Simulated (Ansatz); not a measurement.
Input of an Ansatz 0.2.0 run:

input.yaml

```yaml
crystal:
  lattice:
    - [0.0, 2.0859016414, 2.0859016414]
    - [2.0859016414, 0.0, 2.0859016414]
    - [2.0859016414, 2.0859016414, 0.0]
  atoms:
    - { symbol: Ni, position: [0.0, 0.0, 0.0], spin: 1.0 }
    - { symbol: O, position: [0.5, 0.5, 0.5] }
hamiltonian:
  xc: revpbe
  pseudopotentials: { kind: paw }
magnetization:
  spin_polarized: true
kpoints:
  mp_grid: { grid: [11, 11, 11] }
  band_path:
    path:
      - [[0.0, 0.0, 0.0], [0.5, 0.0, 0.5], [0.5, 0.25, 0.75], [0.375, 0.375, 0.75], [0.0, 0.0, 0.0], [0.5, 0.5, 0.5], [0.625, 0.25, 0.625], [0.5, 0.25, 0.75], [0.5, 0.5, 0.5], [0.375, 0.375, 0.75]]
      - [[0.625, 0.25, 0.625], [0.5, 0.0, 0.5]]
    npoints: 14
scf:
  occupations: { method: fermi_dirac, width: 0.05 }
  n_extra_bands: 6
output:
  forces: true
  stress: true
  eigenvalues: true
  fatbands: false
```

Potentials or basis: Ansatz PAW.

The run is started by

```sh
$ ansatz run input.yaml --threads 2 --pin off --max-ram 5120MiB --backend cpu --events-out ev --progress --plain --runs-dir out
```

Predict the pressure.

11.2 GPa.

What does it give for the absolute moment?

1.81 μB per cell.

Levels at the corners of the path, in eV from the Fermi level:
Spin up:
| point | band 11 | band 12 | band 13 | band 14 | band 15 | band 16 |
| --- | --- | --- | --- | --- | --- | --- |
| Γ | -2.72 | -2.72 | -2.72 | 1.50 | 17.79 | 18.84 |
| X | -2.34 | -1.71 | -1.71 | 6.13 | 10.60 | 12.18 |
| W | -1.96 | -1.71 | -1.32 | 8.48 | 10.68 | 10.68 |
| K | -1.83 | -1.59 | -1.24 | 7.78 | 10.31 | 10.53 |
| Γ | -2.72 | -2.72 | -2.72 | 1.50 | 17.79 | 18.84 |
| L | -1.48 | 0.24 | 0.24 | 5.58 | 9.99 | 14.05 |
| U | -1.83 | -1.59 | -1.24 | 7.78 | 10.31 | 10.53 |
| W | -1.96 | -1.71 | -1.32 | 8.48 | 10.68 | 10.68 |
| L | -1.48 | 0.24 | 0.24 | 5.58 | 9.99 | 14.05 |
| K | -1.83 | -1.59 | -1.24 | 7.78 | 10.31 | 10.53 |
| U | -1.83 | -1.59 | -1.24 | 7.78 | 10.31 | 10.53 |
| X | -2.34 | -1.71 | -1.71 | 6.13 | 10.60 | 12.18 |
Spin down:
| point | band 8 | band 9 | band 10 | band 11 | band 12 | band 13 | band 14 | band 15 |
| --- | --- | --- | --- | --- | --- | --- | --- | --- |
| Γ | -2.52 | -1.88 | -1.88 | -1.88 | -0.51 | -0.51 | 1.86 | 17.70 |
| X | -3.89 | -2.87 | -0.78 | -0.78 | -0.08 | 0.46 | 6.60 | 10.96 |
| W | -5.20 | -1.11 | -1.11 | -0.78 | 0.33 | 1.07 | 9.05 | 11.00 |
| K | -4.43 | -1.67 | -0.91 | -0.69 | 0.59 | 1.09 | 8.25 | 10.65 |
| Γ | -2.52 | -1.88 | -1.88 | -1.88 | -0.51 | -0.51 | 1.86 | 17.70 |
| L | -4.83 | -0.97 | -0.97 | -0.59 | 2.31 | 2.31 | 5.75 | 10.54 |
| U | -4.43 | -1.67 | -0.91 | -0.69 | 0.59 | 1.09 | 8.25 | 10.65 |
| W | -5.20 | -1.11 | -1.11 | -0.78 | 0.33 | 1.07 | 9.05 | 11.00 |
| L | -4.83 | -0.97 | -0.97 | -0.59 | 2.31 | 2.31 | 5.75 | 10.54 |
| K | -4.43 | -1.67 | -0.91 | -0.69 | 0.59 | 1.09 | 8.25 | 10.65 |
| U | -4.43 | -1.67 | -0.91 | -0.69 | 0.59 | 1.09 | 8.25 | 10.65 |
| X | -3.89 | -2.87 | -0.78 | -0.78 | -0.08 | 0.46 | 6.60 | 10.96 |

Caveat: the pressure holds a Pulay correction of +0.7 GPa for the finite cutoff; a cell with one magnetic atom can't hold antiferromagnetic order, which such compounds often take; semilocal functionals often make such compounds metallic where correlation or magnetic order opens a gap, which also shifts bond lengths; the PAW data sets come from PBE, with cores solved anew for the run's functional, which leaves a small shift of forces and pressure.

The gap isn't set beside the measured one, since this odd mesh misses points on the zone boundary.
